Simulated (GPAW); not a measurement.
Crystal: AlN.

```
CELL_PARAMETERS angstrom
3.11300 0.00000 0.00000
-1.55650 2.69594 0.00000
0.00000 0.00000 4.98100
ATOMIC_POSITIONS crystal
Al 0.66667 0.33333 0.50000
Al 0.33333 0.66667 0.00000
N 0.66667 0.33333 0.88000
N 0.33333 0.66667 0.38000
```

| Item | Value |
| --- | --- |
| Program | GPAW 26.7.0 |
| Task | single point |
| Functional | PBE |
| Potentials or basis | GPAW PAW data sets (gpaw-data 1.2.1) |
| Cutoff | 800 eV |
| Basis | pw |
| k mesh | 10 × 10 × 6 |
| Occupations | fermi-dirac, width 0.05 eV |
| Spin | no spin polarisation |

On this cell: pressure 4.6 GPa; largest force 0.133 eV/Å; band gap on the k mesh 4.23 eV, direct.

The same run follows on a disturbed copy (atoms moved at random, drawn with an rms of 0.05 Å):

```
CELL_PARAMETERS angstrom
3.11300 0.00000 0.00000
-1.55650 2.69594 0.00000
0.00000 0.00000 4.98100
ATOMIC_POSITIONS crystal
Al 0.66489 0.33750 0.50173
Al 0.32590 0.67039 0.99387
N 0.64066 0.31637 0.86875
N 0.32689 0.66311 0.37511
```

**Question.** What changes?

**Answer.** The energy moves by +18.6 meV/atom; pressure 5.3 GPa; largest force 1.428 eV/Å; band gap on the k mesh 4.25 eV, direct.

Forces on the atoms (eV/Å):
```
Al  -0.090 -0.316 -1.304
Al  -0.233 -0.813  0.153
N    0.334  0.870  1.082
N   -0.010  0.259  0.068
```

Stress tensor (GPa, compression positive):
```
 1.70 -0.92 -0.55
-0.92  4.68 -1.90
-0.55 -1.90  9.62
```

A k mesh can miss the band edges.
